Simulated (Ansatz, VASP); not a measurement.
# Two plane-wave programs on Si

Contents of INCAR:

```
SYSTEM = Si
PREC     = Accurate       ! precision mode
ENCUT    = 600            ! plane-wave cutoff, eV
EDIFF    = 1E-6           ! SCF threshold, eV
ISMEAR   = -1             ! smearing method
SIGMA    = 0.05           ! smearing width, eV
LREAL    = .FALSE.        ! projectors in reciprocal space
LASPH    = .TRUE.         ! aspherical terms in the spheres
NELM     = 100            ! most SCF steps
ALGO     = Normal         ! electronic algorithm
ISIF     = 3              ! what is computed and relaxed
LWAVE    = .FALSE.        ! write WAVECAR
LCHARG   = .FALSE.        ! write CHGCAR
GGA      = PE             ! functional
IVDW     = 12             ! dispersion correction
IBRION   = 2              ! ionic algorithm
NSW      = 60             ! ionic steps
EDIFFG   = -0.02          ! ionic threshold
```

File KPOINTS:

```
regular mesh
0
G
  8 8 8
  0 0 0
```

Contents of POSCAR:

```
Si
1.0
    0.0000000000      2.7218511865      2.7218511865
    2.7218511865      0.0000000000      2.7218511865
    2.7218511865      2.7218511865      0.0000000000
Si
2
Direct
    0.5000000000      0.5000000000      0.5000000000
    0.7500000000      0.7500000000      0.7500000000
```

File input.yaml:

```yaml
crystal:
  lattice:
    - [0.0, 2.7218511865, 2.7218511865]
    - [2.7218511865, 0.0, 2.7218511865]
    - [2.7218511865, 2.7218511865, 0.0]
  atoms:
    - { symbol: Si, position: [0.5, 0.5, 0.5] }
    - { symbol: Si, position: [0.75, 0.75, 0.75] }
hamiltonian:
  xc: pbe
  pseudopotentials: { kind: paw }
  dispersion: d3bj
kpoints:
  mp_grid: { grid: [8, 8, 8] }
scf:
  occupations: { method: fermi_dirac, width: 0.05 }
output:
  forces: true
  stress: true
relax:
  f_tol: 0.01
  max_steps: 40
  cell: { stress_tol: 0.05 }
```

Alike in both runs: task relaxation of cell and atoms; functional PBE; dispersion D3(BJ); k mesh 8 × 8 × 8; occupations fermi-dirac, width 0.05 eV; no spin polarisation.

|  | VASP | Ansatz |
| --- | --- | --- |
| version | VASP 6.6.1 | Ansatz 0.2.0 |
| potentials or method | VASP PAW PBE potentials, release 64 (Si) | Ansatz PAW |
| plane-wave cutoff (eV) | 600 | 420 |
| valence electrons in the cell | 8 | 8 |

VASP gave:

| Property | Result |
| --- | --- |
| relaxed volume (Å³/atom) | 19.90 |
| relaxed cell length with the largest relative difference (Å) | 3.833 |

**Question.** Which values does Ansatz return?

**Answer.** Relaxed volume (Å³/atom): 19.92; relaxed cell length with the largest relative difference (Å): 3.834.

Caveats: the plane-wave basis is chosen anew once the cell has moved, so the energies of steps on either side of that aren't comparable (Ansatz). A k mesh can miss the band edges. PBE gaps usually lie below the measured ones, often by a third to a half.
